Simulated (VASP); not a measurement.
## TlBr in VASP 6.6.1, single-point calculation

INCAR

```
LWAVE = .FALSE.
NBANDS = 17
EDIFF = 1E-7
LASPH = .TRUE.
PREC = Medium
ENCUT = 520
SIGMA = 0.02
ISIF = 2
GGA = PE
LREAL = .FALSE.
NELM = 88
ISMEAR = -1
IBRION = -1
NSW = 0
LCHARG = .FALSE.
```

KPOINTS

```
KPOINTS created by Atomic Simulation Environment
0
Gamma
6 6 6
0 0 0
```

POSCAR

```
Tl Br
 1.0000000000000000
     4.0320590581999998    0.0000000000000000    0.0000000000000000
     0.0000000000000000    4.0320590581999998    0.0000000000000000
     0.0000000000000000    0.0000000000000000    3.9949064284000002
 Tl  Br
   1   1
Cartesian
  0.0000000000000000  0.0000000000000000  0.0000000000000000
  2.0160295290999999  2.0160295290999999  1.9974532141999997
```

The recommended PBE PAW datasets give the neutral cell 20 valence electrons.

Command

```
mpirun -np 1 vasp_std
```

OSZICAR

```
N       E                     dE             d eps       ncg     rms          rms(c)
DAV:   1     0.987887006804E+02    0.98789E+02   -0.97228E+03  1368   0.102E+03
DAV:   2    -0.196890695536E+01   -0.10076E+03   -0.97140E+02  1671   0.225E+02
DAV:   3    -0.580680544816E+01   -0.38379E+01   -0.38267E+01  1576   0.378E+01
DAV:   4    -0.582915667960E+01   -0.22351E-01   -0.22349E-01  1721   0.343E+00
DAV:   5    -0.582939697907E+01   -0.24030E-03   -0.24030E-03  1658   0.344E-01    0.264E+00
DAV:   6    -0.556950784140E+01    0.25989E+00   -0.39531E-01  1430   0.303E+00    0.152E+00
DAV:   7    -0.554187582005E+01    0.27632E-01   -0.12751E-01  1479   0.151E+00    0.841E-01
DAV:   8    -0.554252543652E+01   -0.64962E-03   -0.17791E-02  1597   0.832E-01    0.176E-01
DAV:   9    -0.554218936382E+01    0.33607E-03   -0.14558E-03  1509   0.195E-01    0.805E-02
DAV:  10    -0.554233512823E+01   -0.14576E-03   -0.32485E-04  1541   0.894E-02    0.255E-02
DAV:  11    -0.554233344036E+01    0.16879E-05   -0.27716E-05  1604   0.338E-02    0.608E-03
DAV:  12    -0.554233403330E+01   -0.59295E-06   -0.24110E-06  1550   0.783E-03    0.269E-03
DAV:  13    -0.554233407888E+01   -0.45579E-07   -0.16929E-07  1591   0.243E-03
   1 F= -.55423341E+01 E0= -.55423341E+01  d E =-.309894E-12
```

Standard output (part)

```
POSCAR found type information on POSCAR TlBr
 POSCAR found :  2 types and       2 ions
 LDA part: xc-table for (Slater+PW92), standard interpolation
 POSCAR, INCAR and KPOINTS ok, starting setup
 WAVECAR not read
 entering main loop
```

From OUTCAR

```
k-points           NKPTS =     40   k-points in BZ     NKDIM =     40   number of bands    NBANDS=     17

   NELECT =      20.0000    total number of electrons

   dimension x,y,z NGX =    24 NGY =   24 NGZ =   24
   dimension x,y,z NGXF=    30 NGYF=   30 NGZF=   30

  energy-cutoff  :      520.00
  volume of cell :       64.95
      direct lattice vectors                 reciprocal lattice vectors
     4.032059058  0.000000000  0.000000000     0.248012240  0.000000000  0.000000000
     0.000000000  4.032059058  0.000000000     0.000000000  0.248012240  0.000000000
     0.000000000  0.000000000  3.994906428     0.000000000  0.000000000  0.250318754

 k-points in reciprocal lattice and weights: KPOINTS created by Atomic Simulation Env
   0.00000000  0.00000000  0.00000000       0.005
   0.16666667  0.00000000  0.00000000       0.019
   0.33333333  0.00000000  0.00000000       0.019
   0.50000000  0.00000000  0.00000000       0.009
   0.16666667  0.16666667  0.00000000       0.019
   0.33333333  0.16666667  0.00000000       0.037
   0.50000000  0.16666667  0.00000000       0.019
   0.33333333  0.33333333  0.00000000       0.019
   ...

 E-fermi :   2.5592

 k-point     1 :       0.0000    0.0000    0.0000
  band No.  band energies     occupation
      1     -11.4930      2.00000
      2      -7.9851      2.00000
      3      -7.9759      2.00000
      4      -7.8187      2.00000
      5      -7.8187      2.00000
      6      -7.8182      2.00000
      7      -2.5113      2.00000
      8       0.8709      2.00000
      9       0.8709      2.00000
     10       0.9398      2.00000
     11       9.1297      0.00000
     12       9.1681      0.00000
     13       9.1681      0.00000
     14       9.2003      0.00000
     15       9.2519      0.00000
     16      12.9567      0.00000
     17      15.3903      0.00000

 k-point     2 :       0.1667    0.0000    0.0000
  band No.  band energies     occupation
      1     -11.4427      2.00000
      2      -7.9811      2.00000
      3      -7.9483      2.00000
      4      -7.8318      2.00000
      5      -7.8315      2.00000
      6      -7.8176      2.00000
      7      -2.7150      2.00000
      8       0.9792      2.00000
      9       1.0184      2.00000
     10       1.0446      2.00000
     11       7.2342      0.00000
     12       8.8123      0.00000
     13       8.9164      0.00000
     14       9.3537      0.00000
     15      10.5695      0.00000
     16      14.3222      0.00000
     17      15.1085      0.00000

 k-point     3 :       0.3333    0.0000    0.0000
  band No.  band energies     occupation
      1     -11.3374      2.00000
      2      -7.9764      2.00000
      3      -7.8916      2.00000
      4      -7.8579      2.00000
      5      -7.8577      2.00000
      6      -7.8152      2.00000
      7      -3.1130      2.00000
      8       1.2134      2.00000
      9       1.2708      2.00000
     10       1.5352      2.00000
     11       5.1407      0.00000
     12       8.1182      0.00000
     13       8.2534      0.00000
     14       9.8171      0.00000
     15      12.8189      0.00000
     16      13.2926      0.00000
     17      15.5984      0.00000

 ...

  Total        0.1657225      0.1657225      0.2595915      0.0000000      0.0000000     -0.0000000
  in kB        4.0881956      4.0881956      6.4038439      0.0000000      0.0000000     -0.0000000
  external PRESSURE =       4.8600784 kB  Pullay stress =       0.0000000 kB

 POSITION                                       TOTAL-FORCE (eV/Angst)
 -----------------------------------------------------------------------------------
      0.00000      0.00000      0.00000         0.000000      0.000000      0.000000
      2.01603      2.01603      1.99745         0.000000      0.000000      0.000000
 -----------------------------------------------------------------------------------
    total drift:                                0.000000      0.000000      0.000000

  FREE ENERGIE OF THE ION-ELECTRON SYSTEM (eV)
  ---------------------------------------------------
  free  energy   TOTEN  =        -5.5423340789 eV

  energy  without entropy=       -5.5423340789  energy(sigma->0) =       -5.54233408
```

It converged. Results: gap between bands v and c on the k mesh 1.90 eV; least direct gap on the k mesh 1.92 eV; pressure 0.5 GPa. Band v is the last that the valence electrons fill when counted band by band, and c is the next.

For comparison, a separate PBE run of the intended cell, on usual settings and not on those above, gives a gap of 1.90 eV on its mesh and a pressure of 0.5 GPa.

The run above took about 17 s on one core of a shared host (Intel Xeon Platinum 8488C) and held 0.15 GiB at most.
